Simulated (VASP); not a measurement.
Input of a VASP 6.6.1 run:

File INCAR:

```
PREC = Accurate
ENCUT = 600
EDIFF = 1E-6
ISMEAR = 0
SIGMA = 0.02
LREAL = False
LASPH = True
NELM = 120
ALGO = Normal
ISIF = 3
LWAVE = False
LCHARG = False
METAGGA = R2SCAN
LMIXTAU = True
IBRION = 2
NSW = 60
EDIFFG = -0.005
```

Contents of KPOINTS:

```
regular mesh
0
Gamma
  10 10 10
```

Contents of POSCAR:

```
CdS
1.0
    0.0000000000      2.9200000000      2.9200000000
    2.9200000000      0.0000000000      2.9200000000
    2.9200000000      2.9200000000      0.0000000000
Cd S
1 1
Direct
    0.0000000000      0.0000000000      0.0000000000
    0.2500000000      0.2500000000      0.2500000000
```

Potentials or basis: VASP PAW PBE potentials, release 64 (Cd, S).

Command:

```console
$ cat potpaw_PBE.64/Cd/POTCAR potpaw_PBE.64/S/POTCAR > POTCAR
$ mpirun -np 1 vasp_std > vasp.out
```

(1) What does it give for the relaxed cell?

(2) Predict the relaxed volume.

Answers

(1) a = 4.162 Å, b = 4.162 Å, c = 4.162 Å, α = 60.00°, β = 60.00°, γ = 60.00°.

(2) 25.49 Å³/atom.

Caveat: the PAW data sets were made with another functional, which shifts forces and pressure a little.
